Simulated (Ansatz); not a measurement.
Ga: from a trial structure to a relaxed crystal

Computed with DFT PBEsol, scalar-relativistic, plane waves, PAW (Ansatz). Cutoff 420 eV, Γ-centred k mesh, Gaussian smearing, no spin polarisation in the final step.

The start puts Ga on the samarium (9R) structure type (R-3m, No. 166), at a guessed volume.

```
Ga
1.0
     1.58640    0.91591    7.66696
    -1.58640    0.91591    7.66696
     0.00000   -1.83181    7.66696
Ga
3
Cartesian
  0.0000 0.0000 0.0000
  0.0000 0.0000 5.1113
  0.0000 0.0000 17.8896
```

Cell and atoms relax at zero pressure; the relaxation can't lower the symmetry of the start. After a coarse first stage the cell is made exact in the group found at 0.06 Å.

Energies count from the standard state of Ga at the same level.

Q: Describe the relaxed structure.

A: It keeps R-3m (No. 166). The result has the samarium (9R) structure. Conventional cell: a = 2.929 Å, c = 21.494 Å. Ga on Wyckoff site a (1 atom of the primitive cell) is coordinated by 12 Ga at 2.92–2.93 Å; Ga on Wyckoff site c (2 atoms of the primitive cell) has 12 Ga at 2.92–2.93 Å.

```
Ga
1.0
     1.46426    0.84539    7.16481
    -1.46426    0.84539    7.16481
     0.00000   -1.69078    7.16481
Ga
3
Cartesian
  0.0000 0.0000 0.0000
  0.0000 0.0000 4.7808
  0.0000 0.0000 16.7136
```

Q: What are its volume, energy, density and gap?

A: The volume per atom is 17.74 Å³ and the density is 6.53 g/cm³. The energy over the standard structure is 0.03 eV/atom. The gap on the 18×18×18 mesh is 0 eV (a metal).

The final run used a 18×18×18 mesh on its 3-atom cell and 0.10 eV smearing. The k mesh leaves about 4 meV/atom of noise in metals. A structure relaxed within its symmetry needn't be a true minimum.